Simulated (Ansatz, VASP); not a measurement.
## InP (InP, zinc blende or diamond type, a = 5.9 A) in two plane-wave programs

Wanted: the spread between two codes on one cell, functional and k mesh. The cell is taken from a series of runs on this material, whose earlier steps may have relaxed, scaled, displaced or heated it; both programs get it as it stands.

Program: Ansatz 0.2.0. Level of theory: plane waves, with VASP 6.6.1 beside it; single point at PBEsol. Results are calculated unless marked as measured.

**1. Set-up**

Symmetry: F-43m, No. 216, cubic system. The conventional cell has a = 5.900 Å, b = 5.900 Å, c = 5.900 Å, α = 90.00°, β = 90.00°, γ = 90.00°. Nearest to In lie 4 P at 2.55 Å. P has 4 In at 2.55 Å nearest. Farther neighbours are not listed.

Coordinates:

```
In P
1.0
     4.17193    0.00000    0.00000
     0.00000    4.17193    0.00000
     0.00000    0.00000    5.90000
In P
2 2
Direct
  0.00000 0.00000 0.00000
  0.50000 0.50000 0.50000
  0.50000 0.00000 0.25000
  0.00000 0.50000 0.75000
```

**2. VASP: single point, PBEsol**

A single point gives forces, pressure and levels at one fixed geometry, so differences don't come from the geometry; what else differs is listed under the comparison.

Lines of VASP's logs that name or quote its potential files are left out, and so is its time.

Contents of INCAR:

```
SYSTEM = InP
PREC = Accurate
ENCUT = 400
EDIFF = 1E-06
NELM = 120
ISMEAR = 0
SIGMA = 0.01
LREAL = .FALSE.
ALGO = Normal
GGA = PS
NBANDS = 24
LORBIT = 11
LWAVE = .FALSE.
LCHARG = .FALSE.
ISIF = 2
LASPH = .TRUE.
GGA_COMPAT = .FALSE.
EFERMI = MIDGAP
```

Contents of POSCAR:

```
InP
1.0
    4.1719300090      0.0000000000      0.0000000000
    0.0000000000      4.1719300090      0.0000000000
    0.0000000000      0.0000000000      5.9000000000
In P
2 2
Direct
    0.0000000000      0.0000000000      0.0000000000
    0.5000000000      0.5000000000      0.5000000000
    0.5000000000      0.0000000000      0.2500000000
    0.0000000000      0.5000000000      0.7500000000
```

Contents of KPOINTS:

```
Automatic mesh
0
Gamma
6 6 6
0 0 0
```

The projector-augmented-wave data sets are In_d and P (PBE family, release 64).

Launch:

```bash
$ mpirun -np 1 vasp_std
```

Numbers of over 12 decimals in the logs are rounded to 6 here.

The log of the run:

```text
[banner, memory and clock lines left out]
running    1 mpi-ranks, on    1 nodes
 distrk:  each k-point on    1 cores,    1 groups
 distr:  one band on    1 cores,    1 groups

 POSCAR found type information on POSCAR InP
 POSCAR found :  2 types and       4 ions
|                                                                             |
|               ----> ADVICE to this user running VASP <----                  |
|                                                                             |
|     You enforced a specific xc type in the INCAR file but a different       |
|     [... a line on the potential file left out ...]
|     I HOPE YOU KNOW WHAT YOU ARE DOING!                                     |
|                                                                             |

 LDA part: xc-table for (Slater+PW92), standard interpolation
 POSCAR, INCAR and KPOINTS ok, starting setup
 FFT: planning ... GRIDC
 FFT: planning ... GRID_SOFT
 FFT: planning ... GRID
 WAVECAR not read
 entering main loop
       N       E                     dE             d eps       ncg     rms          rms(c)
DAV:   1     0.270593825799E+03    0.27059E+03   -0.14388E+04  1928   0.141E+03
DAV:   2     0.600381851193E+01   -0.26459E+03   -0.25849E+03  2016   0.366E+02
DAV:   3    -0.181900554649E+02   -0.24194E+02   -0.24041E+02  2472   0.129E+02
DAV:   4    -0.190440140689E+02   -0.85396E+00   -0.85331E+00  2304   0.264E+01
DAV:   5    -0.190973014468E+02   -0.53287E-01   -0.53285E-01  3120   0.546E+00    0.754E+00
DAV:   6    -0.183634084536E+02    0.73389E+00   -0.15359E+00  2632   0.175E+01    0.432E+00
DAV:   7    -0.183096633113E+02    0.53745E-01   -0.54873E-01  3024   0.480E+00    0.150E+00
DAV:   8    -0.183026037880E+02    0.70595E-02   -0.66299E-02  2864   0.295E+00    0.535E-01
DAV:   9    -0.183020291368E+02    0.57465E-03   -0.91680E-03  2776   0.142E+00    0.195E-01
DAV:  10    -0.183021184296E+02   -0.89293E-04   -0.71072E-04  2752   0.260E-01    0.127E-01
DAV:  11    -0.183021784753E+02   -0.60046E-04   -0.35115E-04  2784   0.162E-01    0.881E-02
DAV:  12    -0.183021793813E+02   -0.90593E-06   -0.25006E-05  2192   0.336E-02    0.337E-02
DAV:  13    -0.183021795030E+02   -0.12170E-06   -0.16094E-06  1896   0.740E-03
   1 F= -.18302180E+02 E0= -.18302180E+02  d E =0.000000E+00
```

OUTCAR, selected parts (step 2):

```text
ion  position               nearest neighbor table
   1  0.000  0.000  0.000-   3 2.55   4 2.55   4 2.55   3 2.55
   2  0.500  0.500  0.500-   3 2.55   4 2.55   3 2.55   4 2.55
   3  0.500  0.000  0.250-   1 2.55   2 2.55   2 2.55   1 2.55
   4  0.000  0.500  0.750-   1 2.55   2 2.55   1 2.55   2 2.55

  LATTYP: Found a simple tetragonal cell.
 ALAT       =     4.1719300090
 C/A-ratio  =     1.4142135624

 Subroutine GETGRP returns: Found  8 space group operations
 (whereof  8 operations were pure point group operations)

The static configuration has the point symmetry D_2d.

 Found     40 irreducible k-points:

   k-points           NKPTS =     40   k-points in BZ     NKDIM =     40   number of bands    NBANDS=     24

   dimension x,y,z NGX =    28 NGY =   28 NGZ =   40
   dimension x,y,z NGXF=    56 NGYF=   56 NGZF=   80

   ENCUT  =  400.0 eV  29.40 Ry    5.42 a.u.   6.80  6.80  9.62*2*pi/ulx,y,z

   NELECT =      36.0000    total number of electrons

 k-points in reciprocal lattice and weights: Automatic mesh
   0.00000000  0.00000000  0.00000000       0.005
   0.16666667  0.00000000  0.00000000       0.019
   0.33333333  0.00000000  0.00000000       0.019
   0.50000000  0.00000000  0.00000000       0.009
   0.16666667  0.16666667  0.00000000       0.019
   0.33333333  0.16666667  0.00000000       0.037
   0.50000000  0.16666667  0.00000000       0.019
   0.33333333  0.33333333  0.00000000       0.019
   0.50000000  0.33333333  0.00000000       0.019
[...]
0.50000000  0.33333333  0.50000000       0.019
   0.50000000  0.50000000  0.50000000       0.005

 average (electrostatic) potential at core
       1 -95.6841       2 -95.6841       3 -82.9494       4 -82.9494

 E-fermi :   5.1317

 k-point     1 :       0.0000    0.0000    0.0000
  band No.  band energies     occupation
    ...
     14       2.5914      2.00000
     15       2.5914      2.00000
     16       4.8770      2.00000
     17       4.8783      2.00000
     18       4.8783      2.00000
     19       5.3851      0.00000
     20       6.5417      0.00000
     21       7.0437      0.00000
     22       8.8930      0.00000
     23       8.8930      0.00000
    ...

 k-point     2 :       0.1667    0.0000    0.0000
  band No.  band energies     occupation
    ...
     14       1.9443      2.00000
     15       2.7631      2.00000
     16       3.2233      2.00000
     17       4.3591      2.00000
     18       4.7804      2.00000
     19       6.5927      0.00000
     20       6.9163      0.00000
     21       8.1192      0.00000
     22       8.8150      0.00000
     23       9.0827      0.00000
    ...

 k-point     3 :       0.3333    0.0000    0.0000
  band No.  band energies     occupation
    ...
     14       1.4562      2.00000
     15       1.5246      2.00000
     16       3.1928      2.00000
     17       3.2341      2.00000
     18       4.4423      2.00000
     19       7.3852      0.00000
     20       7.4295      0.00000
     21       9.2204      0.00000
     22       9.6136      0.00000
     23       9.8483      0.00000
    ...

  Total       -0.4507066     -0.4507066     -0.5121439      0.0000000      0.0000000      0.0000000
  in kB       -7.0319938     -7.0319938     -7.9905469      0.0000000      0.0000000      0.0000000
  external PRESSURE =      -7.3515115 kB  Pullay stress =       0.0000000 kB

  energy-cutoff  :      400.00
  volume of cell :      102.69
      direct lattice vectors                 reciprocal lattice vectors
     4.171930009  0.000000000  0.000000000     0.239697214  0.000000000  0.000000000
     0.000000000  4.171930009  0.000000000     0.000000000  0.239697214  0.000000000
     0.000000000  0.000000000  5.900000000     0.000000000  0.000000000  0.169491525

 POSITION                                       TOTAL-FORCE (eV/Angst)
 -----------------------------------------------------------------------------------
      0.00000      0.00000      0.00000        -0.000000      0.000000     -0.000000
      2.08597      2.08597      2.95000         0.000000      0.000000      0.000000
      2.08597      0.00000      1.47500        -0.000000     -0.000000     -0.000000
      0.00000      2.08597      4.42500        -0.000000     -0.000000     -0.000000
 -----------------------------------------------------------------------------------
    total drift:                                0.000000      0.000000      0.000000

  FREE ENERGIE OF THE ION-ELECTRON SYSTEM (eV)
  ---------------------------------------------------
  free  energy   TOTEN  =       -18.3021795030 eV

  energy  without entropy=      -18.3021795030  energy(sigma->0) =      -18.30217950

 total charge
# of ion       s       p       d       tot
------------------------------------------
    1        0.828   0.755   9.897  11.480
    2        0.828   0.755   9.897  11.480
    3        1.029   1.467   0.000   2.496
    4        1.029   1.467   0.000   2.496
--------------------------------------------------
tot          3.715   4.443  19.795  27.953

[... 3 further parts left out ...]
```

The run ends at a pressure of -0.74 GPa.

**3. Ansatz: single point, PBEsol**

Ansatz runs on its default PAW (the set named soft_2) files.

The same cell, functional and mesh now go to Ansatz, which takes its cutoff from its data sets.

Contents of input.yaml:

```yaml
crystal:
  lattice:
    - [4.171930009, 0.0, 0.0]
    - [0.0, 4.171930009, 0.0]
    - [0.0, 0.0, 5.9]
  atoms:
    - { symbol: In, position: [0.0, 0.0, 0.0] }
    - { symbol: P, position: [0.5, 0.0, 0.25] }
    - { symbol: In, position: [0.5, 0.5, 0.5] }
    - { symbol: P, position: [0.0, 0.5, 0.75] }
kpoints:
  mp_grid: { grid: [6, 6, 6] }
hamiltonian:
  xc: pbesol
scf:
  occupations: { method: fixed }
  convergence: { dr2_threshold: 1.0e-09 }
output:
  transmission:
    leads: [[0, 0]]
    kpoints: [[0, 0], [0.5, 0], [0.5, 0.5], [0.25, 0]]
    e_range: [-1.92, 4.48]
    de: 0.16
```

Launch:

```bash
$ ansatz run input.yaml --threads 2 --pin off --max-ram 4096MiB --backend cpu --events-out ev --progress --plain --runs-dir out
```

The log of the run:

```text
Engine: ansatz 0.2.0, aarch64-unknown-linux-gnu
Pseudopotentials: kind: paw
Pseudopotential: In, paw, valence charge 13, recommended cutoff 420 eV (normal), In.paw.azcp
Pseudopotential: P, paw, valence charge 5, recommended cutoff 420 eV (normal), P.paw.azcp
Functional definition: PBEsol
  exchange = pbesol_x
  correlation = pbesol_c
Crystal: 4 atoms, lattice volume = 102.689 Å³
Basis set: ecut = 420 eV, 1963 PW (Γ)
Bands: 22, of which v1, the nominal top of the filled ones, is band 18 counted from 1 (17 counted from 0)
Symmetry: 16 space group operations
Space group: F-43m (ITA 216), of the structure as read, at distance tolerance 4.7e-5 Å
k-points: 40 of 216 (time reversal used)
Non-local potential: In, projectors of the file, l = 0: 2, l = 1: 2, l = 2: 2, l = 3: 2
Non-local potential: P, projectors of the file, l = 0: 2, l = 1: 2, l = 2: 2
PAW form: soft (Blöchl's): semilocal exchange-correlation on the pseudo side does not see the compensation charge
PAW frozen core: In, regenerated for the run's functional, and the local potential with it (the file was generated under x = pbe(κ = 0.804, μ = 0.219515), c = pbe(β = 0.066725))
PAW frozen core: P, regenerated for the run's functional, and the local potential with it (the file was generated under x = pbe(κ = 0.804, μ = 0.219515), c = pbe(β = 0.066725))
PAW one-centre angular grid: In, 590 points (default); XC on 64 Gauss nodes
PAW one-centre angular grid: P, 110 points (default); XC on 64 Gauss nodes
Initial density: superposition of atomic densities (neutral atoms: chi_scale 0, normalization atom), corrected by the library's trained network
Initial wavefunctions: pseudopotential atomic-orbital guess
Functional: x = pbesol(κ = 0.804, μ = 0.123457), c = pbesol(β = 0.046)
SCF iter   1: F=—  HF=-12531.741908 eV  |F-HF|=—  |Δ(HF+E_count)|=         —  Δρ=5.53e-3  dr2=5.38e-2  ethr=1.77e-3  ⟨swp⟩=5.2  Hψ=3958  notcnv=0  defer=71
preconditioner: auto → Resta (q_TF=auto, 2.291 Å⁻¹)  ε∞=3.8  [insulator: Δε(μ)=0.465 eV  Ē_g=13.123 eV  n_scr=20 (ndim 8)  ℏωp=22.0 eV  f_vac=0.023  ε∞_Penn≈3.8]
SCF iter   2: F=—  HF=-12531.724579 eV  |F-HF|=—  |Δ(HF+E_count)|=   1.73e-2  Δρ=2.32e-3  dr2=8.90e-3  ethr=1.50e-4  ⟨swp⟩=2.1  Hψ=1456  notcnv=0  defer=80
SCF iter   3: F=—  HF=-12531.722534 eV  |F-HF|=—  |Δ(HF+E_count)|=   2.04e-3  Δρ=5.81e-4  dr2=4.90e-4  ethr=2.47e-5  ⟨swp⟩=3.8  Hψ=1816  notcnv=0  defer=80
SCF iter   4: F=—  HF=-12531.722673 eV  |F-HF|=—  |Δ(HF+E_count)|=   1.39e-4  Δρ=2.19e-4  dr2=9.54e-5  ethr=1.36e-6  ⟨swp⟩=3.0  Hψ=1656  notcnv=0  defer=80
SCF iter   5: F=—  HF=-12531.722734 eV  |F-HF|=—  |Δ(HF+E_count)|=   6.09e-5  Δρ=5.09e-5  dr2=3.49e-6  ethr=2.65e-7  ⟨swp⟩=2.3  Hψ=1332  notcnv=0  defer=75
SCF iter   6: F=—  HF=-12531.722736 eV  |F-HF|=—  |Δ(HF+E_count)|=   2.06e-6  Δρ=7.65e-6  dr2=6.83e-8  ethr=9.70e-9  ⟨swp⟩=2.4  Hψ=1618  notcnv=0  defer=72
SCF iter   7: F=—  HF=-12531.722736 eV  |F-HF|=—  |Δ(HF+E_count)|=   1.20e-7  Δρ=1.94e-6  dr2=3.41e-9  ethr=1.90e-10  ⟨swp⟩=2.9  Hψ=1387  notcnv=0  defer=72
SCF iter   8: F=-12531.722736 eV  HF=-12531.722736 eV  |F-HF|=5.82e-11  |Δ(HF+E_count)|=   1.20e-9  Δρ=2.93e-7  dr2=1.01e-10  ethr=2.78e-12  ⟨swp⟩=7.5  Hψ=4132  notcnv=0
SCF 1 converged in 8 iterations: F = -12531.722736 eV  dr2 = 1.01e-10
  greatest PAW one-centre occupation: 0.981 electrons in one spin orbital (limit 2), on the In atom at site 2 (counted from 0), in its partial waves of l = 2
transmission: 8 of 32 steps passed
transmission: 16 of 32 steps passed
transmission: 24 of 32 steps passed
transmission: 32 of 32 steps passed
SCF converged after 8 iterations
Free energy (F): -12531.722736 eV
Harris-Foulkes:  -12531.722736 eV  (|F-HF|=5.82e-11)
Internal energy: -12531.722736 eV  (E = F + TS)
E sigma→0 (E₀):  -12531.722736 eV
Fermi energy:    6.645396 eV
--- Per-component energies (eV) ---
  E_band       = -115.087257
  E_kinetic    = 626.037693
  E_local      = -2822.090009  (includes V_loc(G=0)·N_el)
  E_nonlocal   = 805.445777
  E_hartree    = 1109.389920
  E_xc         = -547.737893
  E_vxc        = -319.698276  (∫ρ·V_xc dr)
  E_paw        = -9278.053883  (= ΣΔE_a)
  E_vpaw       = -623.562614  (= ΣTr[D̂ρ^β])
  E_aug_tail   = 0.000057  (compensation charges beyond the density's cutoff)
  E_ewald      = -2425.278395
  E_core_change = 0.563997  (= ΣΔE_core)
  E_smearing   = -0.000000  (= −TS)
  E_closure    = -0.000000  (closes the sum)
  Σ components = -12531.722736   (vs F -12531.722736, Δ=0.00e0)
--- Band table (eV; the first three rows and the last of 40) ---
  k-point 0: bands = [... 14 lower, 4.3607, 6.6441, 6.6454, 6.6454, 7.1540, 8.3108, 8.8123, 10.6556]
  k-point 1: bands = [... 14 lower, 4.4669, 5.6465, 6.3951, 6.3951, 8.1345, 8.3709, 8.9849, 10.3222]
  k-point 2: bands = [... 14 lower, 4.7760, 4.7760, 5.8427, 5.8427, 8.6008, 9.1587, 9.3850, 9.6694]
  k-point 39: bands = [... 14 lower, 3.7277, 3.7277, 3.7688, 3.7688, 10.8365, 10.8365, 10.9038, 10.9038]
--- Transmission ---
  basis      : 145 plane waves across, 8 finite elements along
  points     : 4, as listed
  energies   : 41 from -1.920000 to 4.480000 eV about the Fermi level, 0.160000 eV apart; the leads are filled to 0.254323 eV, and channels, transmission and decay are at 0.320000 eV
  crystal 0  : P2In2, at the sites [0, 0], period 5.9000 Å: whole cells are its period
    offset         : up to 0.0000 Å between an atom of the period and one for which it stands
    channels       : 0.000000e0 a spin
    conductance    : none, the energies end too early or step too widely for 300 K: set another output.transmission.e_range or a lower de, or, where they end at an eighth of basis.ecutwfc, a higher one
    slowest decay  : 0.0355 /Å at (0.0000, 0.0000)
```

The column dr2 measures how far the density is from self-consistency, as an energy; F and HF (Harris–Foulkes) agree once it is small.

**4. Differences**

Known differences besides the potentials themselves: fixed occupations in Ansatz, narrow Gaussian smearing in VASP; the cutoff is 420 eV in Ansatz and 400 eV in VASP; Ansatz makes its cores anew for this functional, VASP keeps those of its PBE data sets. Total energies have different zeros and are not compared.

Compared:

| quantity | Ansatz | VASP | difference |
| --- | --- | --- | --- |
| gap on the k mesh (eV) | 0.509 | 0.507 | +0.002 |

A gap on the mesh is an upper bound, since the band edges may lie between its points.

**5. Results**

```json
{
 "difference in gap on the k mesh (single point, PBEsol)": "0.0019 eV"
}
```

What this shows: The difference in gap on the k mesh is 0.0019 eV (single point, PBEsol), within the 0.08 eV picked in this series as the mark of a large difference. Such differences can come from data sets, numerical settings and the points named under the comparisons, not from the functional's error against experiment.

[Lines on the potential files, build, host, timing and source positions are cut from VASP's logs without a mark.]

[Logs are printed without paths, hosts, clocks, repeated set-up lines and the standing remarks that a program may print on its own settings, such as how far it seeks lower states.]

[Hosts, paths, dates, database ids (printed as entryN), source tags and the programs' standing remarks are cut or masked in the printed files.]
